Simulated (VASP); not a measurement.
SiC3: single point with r2SCAN

SiC3:

```
CELL_PARAMETERS angstrom
2.79640 0.00000 0.00000
0.00000 2.79640 0.00000
0.00000 0.00000 4.09004
ATOMIC_POSITIONS crystal
C 0.50000 0.00000 0.78627
C 0.50000 0.50000 0.00000
C 0.00000 0.50000 0.21373
Si 0.00000 0.00000 0.50000
```

The cell was built by a generator and needn't be a form met in nature.

| Property | Result |
| --- | --- |
| Program | VASP 6.6.1 |
| Task | single point |
| Functional | r2SCAN |
| Potentials or basis | VASP PAW PBE potentials, release 64 (C, Si) |
| Cutoff | 520 eV |
| k mesh | 8 × 8 × 6 |
| Occupations | gaussian, width 0.01 eV |
| Spin | no spin polarisation |
| Dipole correction | no |
| Further INCAR settings | ALGO = Normal; EDIFF = 1e-07; NBANDS = 16 |

The pressure is 0.0 GPa and the largest force is 0.047 eV/Å. The band gap on the k mesh is 1.78 eV, indirect (least direct gap 2.15 eV).

Forces in eV/Å, atoms in the order of the input:
```
C    0.000  0.000 -0.047
C    0.000  0.000  0.000
C    0.000  0.000  0.047
Si   0.000  0.000  0.000
```

Stress tensor (GPa, compression positive):
```
 0.12  0.00  0.00
 0.00  0.12  0.00
 0.00  0.00 -0.15
```

Levels at points of the mesh, in eV from the valence-band top:
```csv
k point,band 6,band 7,band 8,band 9,band 10,band 11
"(0.00, 0.00, 0.00)",-0.67,0.00,0.00,2.15,3.11,5.47
"(0.50, 0.00, 0.00)",-6.45,-4.12,-0.94,5.05,6.33,6.64
"(0.50, 0.50, 0.00)",-5.55,-5.55,-4.12,1.97,1.97,2.22
"(0.00, 0.00, 0.50)",-4.20,-1.53,-1.53,2.94,3.28,6.53
"(0.50, 0.00, 0.50)",-2.80,-2.38,-0.82,3.26,6.01,6.60
"(0.50, 0.50, 0.50)",-6.96,-6.96,-6.60,5.98,5.98,6.59
```

Run time: 50 s on 1 thread of Intel(R) Xeon(R) Platinum 8488C (Sapphire Rapids), with other jobs on the host, peak memory 0.16 GiB.

Caveat: the PAW data sets were made with another functional, which shifts forces and pressure a little. r2SCAN opens gaps a little over a GGA but as a rule still falls short of measured ones.
